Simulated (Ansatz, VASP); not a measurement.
**CoO: VASP beside Ansatz**

One calculation is typed for both programs; each brings its own data sets. How far apart do they land? The cell is taken from a series of runs on this material, whose earlier steps may have relaxed, scaled, displaced or heated it; both programs get it as it stands.

Calculated with Ansatz 0.2.0; plane waves, with VASP 6.6.1 beside it; electric field gradients at PBEsol.

**1. The structure**

It takes space group P6_3mc (No. 186, hexagonal). Conventional cell: a = 3.198 Å, b = 3.198 Å, c = 5.229 Å, α = 90.00°, β = 90.00°, γ = 120.00°. Nearest to Co lie 4 O at 1.96 to 1.97 Å. Nearest to O lie 4 Co at 1.96 to 1.97 Å. Farther neighbours and most contacts between anions are not listed.

Structure file:

```cif
data_structure
_symmetry_space_group_name_H-M 'P6_3mc'
_symmetry_Int_Tables_number 186
_cell_length_a 3.1976
_cell_length_b 3.1976
_cell_length_c 5.2287
_cell_angle_alpha 90.000
_cell_angle_beta 90.000
_cell_angle_gamma 120.000
_cell_volume 46.30
loop_
_atom_site_label
_atom_site_type_symbol
_atom_site_symmetry_multiplicity
_atom_site_Wyckoff_symbol
_atom_site_fract_x
_atom_site_fract_y
_atom_site_fract_z
_atom_site_occupancy
Co1 Co 2 b 0.66667 0.33333 0.49923 1
O1 O 2 b 0.66667 0.33333 0.87577 1
```

**2. Ansatz: electric field gradients, PBEsol**

Ansatz runs on its default PAW (the set named soft_2) files.

Field gradients test the density near the nuclei, where the PAW reconstruction matters most.

The input, input.yaml:

```yaml
crystal:
  lattice:
    - [3.1976457435, 0.0, 0.0]
    - [-1.5988228718, 2.7692424462, 0.0]
    - [0.0, 0.0, 5.22870971]
  atoms:
    - { symbol: Co, position: [0.3333333333, 0.6666666667, 0.4992465291], spin: 2.4 }
    - { symbol: Co, position: [0.0, 0.0, -0.0007912], spin: 2.4 }
    - { symbol: O, position: [0.3333333333, 0.6666666667, 0.8757566618] }
    - { symbol: O, position: [0.0, 0.0, 0.3757890091] }
magnetization:
  spin_polarized: true
kpoints:
  mp_grid: { grid: [9, 9, 5] }
scf:
  lower_state_search: "off"
  occupations: { method: fermi_dirac, width: 0.02 }
hamiltonian:
  xc: pbesol
output:
  efg:
    contact_densities: true
    quadrupole_moments_barn: { Co: 0.42, O: -0.02558 }
  forces: false
```

Command:

```sh
ansatz run input.yaml --threads 4 --pin off --max-ram 8192MiB --backend cpu --events-out ev --progress --plain --runs-dir out
```

Numbers of over 12 decimals in the logs are rounded to 6 here.

The program printed:

```text
Engine: ansatz 0.2.0, aarch64-unknown-linux-gnu
Pseudopotentials: kind: paw
Pseudopotential: Co, paw, valence charge 17, recommended cutoff 420 eV (normal), Co.paw.azcp
Pseudopotential: O, paw, valence charge 6, recommended cutoff 420 eV (normal), O.paw.azcp
Functional definition: PBEsol
  exchange = pbesol_x
  correlation = pbesol_c
Crystal: 4 atoms, lattice volume = 46.301 Å³
Basis set: ecut = 420 eV, 917 PW (Γ)
Bands: 31, of which v1, the nominal top of the filled ones, is band 23 counted from 1 (22 counted from 0)
Symmetry: 6 space group operations
Space group: P3m1 (ITA 156), of the structure as read, at distance tolerance 3.6e-5 Å
Magnetic group: BNS 156.49 (UNI 1279), of the structure as read, at distance tolerance 3.6e-5 Å
k-points: 50 of 405 (time reversal used)
Non-local potential: Co, projectors of the file, l = 0: 3, l = 1: 2, l = 2: 3, l = 3: 1
Non-local potential: O, projectors of the file, l = 0: 2, l = 1: 2, l = 2: 1
PAW form: soft (Blöchl's): semilocal exchange-correlation on the pseudo side does not see the compensation charge
PAW frozen core: Co, regenerated for the run's functional, and the local potential with it (the file was generated under x = pbe(κ = 0.804, μ = 0.219515), c = pbe(β = 0.066725))
PAW frozen core: O, regenerated for the run's functional, and the local potential with it (the file was generated under x = pbe(κ = 0.804, μ = 0.219515), c = pbe(β = 0.066725))
PAW one-centre angular grid: Co, 590 points (default); XC on 64 Gauss nodes
PAW one-centre angular grid: O, 110 points (default); XC on 64 Gauss nodes
Initial density: superposition of atomic densities (chi_scale 0.1, normalization cell, long waves kept (reshape's long-wave potential 0.00 eV rms))
Starting moments: Σ|m| = 4.8 μB on 2 of 4 sites
Initial wavefunctions: pseudopotential atomic-orbital guess
Functional: x = pbesol(κ = 0.804, μ = 0.123457), c = pbesol(β = 0.046)
SCF iter   1: F=—  HF=-11310.522070 eV  |F-HF|=—  |Δ(HF+E_count)|=         —  Δρ=3.14e-1 (↑9.84e-2 ↓3.14e-1)  dr2=5.75e1  dr2_m=6.78e0  M=2.190 μB ∫|m|=2.190 μB  β_m=0.30  ethr=3.10e-3  ⟨swp⟩=5.1  Hψ=11452  notcnv=0
preconditioner: auto → Kerker (q_TF=auto, 2.725 Å⁻¹)  [metal: Δε(μ)=0.023 eV  Ē_g=11.258 eV  σ=0.020 eV  W_gap=0.26  n_scr=22 (ndim 8)  ℏωp=29.9 eV  f_vac=0.000  D(μ)=4.01/eV (n_scr^D=42)]
spin=Collinear: Kerker preconditioning applied to the charge; magnetization (m = ρ↑ − ρ↓) channel mixes plain (no charge-response kernel on spin).
SCF iter   2: F=—  HF=-11305.465680 eV  |F-HF|=—  |Δ(HF+E_count)|=    5.06e0  Δρ=1.04e-1 (↑5.87e-2 ↓1.04e-1)  dr2=4.32e0  dr2_m=1.02e0  M=5.802 μB ∫|m|=5.804 μB  β_m=0.30  ethr=3.10e-3  ⟨swp⟩=3.0  Hψ=7618  notcnv=0  defer=199
Mixer restart at iter 2: flushing history
spin-set hold released at iteration 2 (the charge has settled, or the pull on large starting moments outlasts its swing): the magnetisation degrees of freedom join the quasi-Newton model from the next iteration; the mixer history was flushed
SCF iter   3: F=—  HF=-11304.748986 eV  |F-HF|=—  |Δ(HF+E_count)|=   7.17e-1  Δρ=3.32e-2 (↑2.77e-2 ↓3.32e-2)  dr2=5.20e-1  dr2_m=2.03e-1  M=5.441 μB ∫|m|=5.442 μB  β_m=0.34  ethr=3.10e-3  ⟨swp⟩=2.9  Hψ=6307  notcnv=0  defer=232
SCF iter   4: F=—  HF=-11304.781280 eV  |F-HF|=—  |Δ(HF+E_count)|=   3.23e-2  Δρ=2.63e-2 (↑1.90e-2 ↓2.63e-2)  dr2=2.77e-1  dr2_m=1.18e-1  M=5.512 μB ∫|m|=5.513 μB  β_m=0.67  ethr=1.13e-3  ⟨swp⟩=2.0  Hψ=4435  notcnv=0  defer=222
SCF iter   5: F=—  HF=-11305.071947 eV  |F-HF|=—  |Δ(HF+E_count)|=   2.91e-1  Δρ=1.13e-1 (↑1.42e-2 ↓1.13e-1)  dr2=7.32e0  dr2_m=1.10e0  M=5.778 μB ∫|m|=5.791 μB  β_m=0.39  ethr=6.03e-4  ⟨swp⟩=2.6  Hψ=5985  notcnv=0  defer=222  recentre
SCF iter   6: F=—  HF=-11304.878708 eV  |F-HF|=—  |Δ(HF+E_count)|=   1.93e-1  Δρ=1.68e-2 (↑5.59e-3 ↓1.68e-2)  dr2=8.84e-2  dr2_m=4.14e-2  M=5.772 μB ∫|m|=5.776 μB  β_m=0.69  ethr=6.03e-4  ⟨swp⟩=2.0  Hψ=5158  notcnv=0  defer=245
SCF iter   7: F=—  HF=-11304.883722 eV  |F-HF|=—  |Δ(HF+E_count)|=   5.01e-3  Δρ=6.13e-3 (↑2.54e-3 ↓6.13e-3)  dr2=2.40e-2  dr2_m=3.69e-3  M=5.861 μB ∫|m|=5.866 μB  β_m=0.66  ethr=1.92e-4  ⟨swp⟩=2.1  Hψ=3959  notcnv=0  defer=245
SCF iter   8: F=—  HF=-11304.884650 eV  |F-HF|=—  |Δ(HF+E_count)|=   9.28e-4  Δρ=3.06e-3 (↑1.64e-3 ↓3.06e-3)  dr2=6.45e-3  dr2_m=6.22e-4  M=5.846 μB ∫|m|=5.851 μB  β_m=0.83  ethr=5.23e-5  ⟨swp⟩=2.4  Hψ=4191  notcnv=0  defer=245
SCF iter   9: F=—  HF=-11304.885042 eV  |F-HF|=—  |Δ(HF+E_count)|=   3.92e-4  Δρ=8.53e-4 (↑4.73e-4 ↓8.53e-4)  dr2=4.52e-4  dr2_m=6.24e-5  M=5.852 μB ∫|m|=5.857 μB  β_m=0.91  ethr=1.40e-5  ⟨swp⟩=2.2  Hψ=3630  notcnv=0  defer=245
SCF iter  10: F=—  HF=-11304.885172 eV  |F-HF|=—  |Δ(HF+E_count)|=   1.30e-4  Δρ=1.23e-3 (↑4.02e-4 ↓1.23e-3)  dr2=9.88e-4  dr2_m=1.30e-4  M=5.855 μB ∫|m|=5.860 μB  β_m=0.91  ethr=9.83e-7  ⟨swp⟩=2.1  Hψ=4245  notcnv=0  defer=245
SCF iter  11: F=—  HF=-11304.885160 eV  |F-HF|=—  |Δ(HF+E_count)|=   1.14e-5  Δρ=3.95e-4 (↑1.52e-4 ↓3.95e-4)  dr2=9.18e-5  dr2_m=1.55e-5  M=5.855 μB ∫|m|=5.859 μB  β_m=0.89  ethr=9.83e-7  ⟨swp⟩=1.3  Hψ=3087  notcnv=0  defer=245
SCF iter  12: F=—  HF=-11304.885158 eV  |F-HF|=—  |Δ(HF+E_count)|=   2.34e-6  Δρ=3.94e-4 (↑9.23e-5 ↓3.94e-4)  dr2=8.28e-5  dr2_m=1.41e-5  M=5.854 μB ∫|m|=5.859 μB  β_m=0.84  ethr=2.00e-7  ⟨swp⟩=2.2  Hψ=4154  notcnv=0  defer=245
SCF iter  13: F=—  HF=-11304.885156 eV  |F-HF|=—  |Δ(HF+E_count)|=   2.32e-6  Δρ=8.29e-5 (↑5.09e-5 ↓8.29e-5)  dr2=5.01e-6  dr2_m=4.26e-7  M=5.855 μB ∫|m|=5.859 μB  β_m=0.92  ethr=1.80e-7  ⟨swp⟩=1.0  Hψ=2856  notcnv=0  defer=245
SCF iter  14: F=—  HF=-11304.885155 eV  |F-HF|=—  |Δ(HF+E_count)|=   4.87e-7  Δρ=8.35e-5 (↑2.10e-5 ↓8.35e-5)  dr2=4.13e-6  dr2_m=5.87e-7  M=5.854 μB ∫|m|=5.859 μB  β_m=0.76  ethr=1.09e-8  ⟨swp⟩=2.1  Hψ=3657  notcnv=0  defer=245
SCF iter  15: F=—  HF=-11304.885155 eV  |F-HF|=—  |Δ(HF+E_count)|=   6.95e-8  Δρ=6.02e-5 (↑8.38e-6 ↓6.02e-5)  dr2=2.09e-6  dr2_m=3.02e-7  M=5.854 μB ∫|m|=5.859 μB  β_m=0.62  ethr=8.97e-9  ⟨swp⟩=1.0  Hψ=2855  notcnv=0  defer=245
SCF iter  16: F=—  HF=-11304.885155 eV  |F-HF|=—  |Δ(HF+E_count)|=   4.51e-8  Δρ=2.70e-5 (↑3.77e-6 ↓2.70e-5)  dr2=4.24e-7  dr2_m=6.17e-8  M=5.854 μB ∫|m|=5.859 μB  β_m=0.81  ethr=4.55e-9  ⟨swp⟩=1.0  Hψ=2855  notcnv=0  defer=245
SCF iter  17: F=—  HF=-11304.885155 eV  |F-HF|=—  |Δ(HF+E_count)|=   2.78e-9  Δρ=1.71e-5 (↑3.16e-6 ↓1.71e-5)  dr2=1.79e-7  dr2_m=2.28e-8  M=5.854 μB ∫|m|=5.859 μB  β_m=0.65  ethr=9.21e-10  ⟨swp⟩=1.0  Hψ=2855  notcnv=0  defer=245
SCF iter  18: F=-11304.885155 eV  HF=-11304.885155 eV  |F-HF|=1.17e-8  |Δ(HF+E_count)|=   5.32e-9  Δρ=5.58e-6 (↑6.45e-7 ↓5.58e-6)  dr2=1.47e-8  dr2_m=3.08e-9  M=5.854 μB ∫|m|=5.859 μB  ethr=2.17e-10  ⟨swp⟩=2.0  Hψ=5662  notcnv=0
SCF 1 converged in 18 iterations: F = -11304.885155 eV  dr2 = 1.47e-8
  greatest PAW one-centre occupation: 1.003 electrons in one spin orbital (limit 2), on the Co atom at site 1 (counted from 0), in its partial waves of l = 1
SCF converged after 18 iterations
Magnetization: 5.8543 μB (25.9271 up, 20.0729 down)
Absolute magnetization: 5.8588 μB (∫|ρ↑−ρ↓|, with the PAW one-centre terms)
Spin contamination: 0.0193 ħ² per cell (⟨S²⟩ above its minimum at these occupations)
Per-site moments (μB) at R_I (Å): [(2.330642, 0.806753), (2.330563, 0.806749), (0.336438, 0.806749), (0.336478, 0.806753)]
Free energy (F): -11304.885155 eV
Harris-Foulkes:  -11304.885155 eV  (|F-HF|=1.17e-8)
Internal energy: -11304.880818 eV  (E = F + TS)
E sigma→0 (E₀):  -11304.882987 eV
Entropy (-TS):   -0.004337 eV (-1.084 meV/atom)
Fermi energy:    10.800500 eV
--- Per-component energies (eV) ---
  E_band       = -748.390935
  E_kinetic    = 1235.405485
  E_local      = -7790.586754  (includes V_loc(G=0)·N_el)
  E_nonlocal   = 1028.259133
  E_hartree    = 3207.257518
  E_xc         = -452.066692
  E_vxc        = -583.933465  (∫ρ·V_xc dr)
  E_paw        = -3275.521609  (= ΣΔE_a)
  E_vpaw       = -1052.057155  (= ΣTr[D̂ρ^β])
  E_aug_tail   = 0.005192  (compensation charges beyond the density's cutoff)
  E_ewald      = -5258.080505
  E_core_change = 0.447414  (= ΣΔE_core)
  E_smearing   = -0.004337  (= −TS)
  E_closure    = 0.000000  (closes the sum)
  Σ components = -11304.885155   (vs F -11304.885155, Δ=0.00e0)
--- PAW observables at the nuclei: V_zz in 10²¹ V/m², potentials from the cell's mean, atoms counted from 1 ---
  atom   1  Co V_zz =    +0.284511   η = 0.0000   by run symmetry: allowed   C_q = +2.8894 MHz
            electrostatic potential = -3384.420476 V   contact ρ = 114426.790005 e/Å³   contact ρ_s (e/Å³): all electrons -2.043099, valence +4.412872
  atom   2  Co V_zz =    +0.288581   η = 0.0000   by run symmetry: allowed   C_q = +2.9307 MHz
            electrostatic potential = -3384.419057 V   contact ρ = 114426.785597 e/Å³   contact ρ_s (e/Å³): all electrons -2.042833, valence +4.412901
  atom   3  O  V_zz =    -0.423715   η = 0.0000   by run symmetry: allowed   C_q = +0.2621 MHz
            electrostatic potential = -623.341465 V   contact ρ = 2143.340696 e/Å³   contact ρ_s (e/Å³): all electrons +2.034196, valence +2.622470
  atom   4  O  V_zz =    -0.423095   η = 0.0000   by run symmetry: allowed   C_q = +0.2617 MHz
            electrostatic potential = -623.342023 V   contact ρ = 2143.341791 e/Å³   contact ρ_s (e/Å³): all electrons +2.034470, valence +2.622798
```

(Part 1 of 2 ends here.)

[Lines on the potential files, build, host, timing and source positions are cut from VASP's logs without a mark.]

[Logs are printed without paths, hosts, clocks, repeated set-up lines and the standing remarks that a program may print on its own settings, such as how far it seeks lower states.]

[Hosts, paths, dates, database ids (printed as entryN), source tags and the programs' standing remarks are cut or masked in the printed files.]
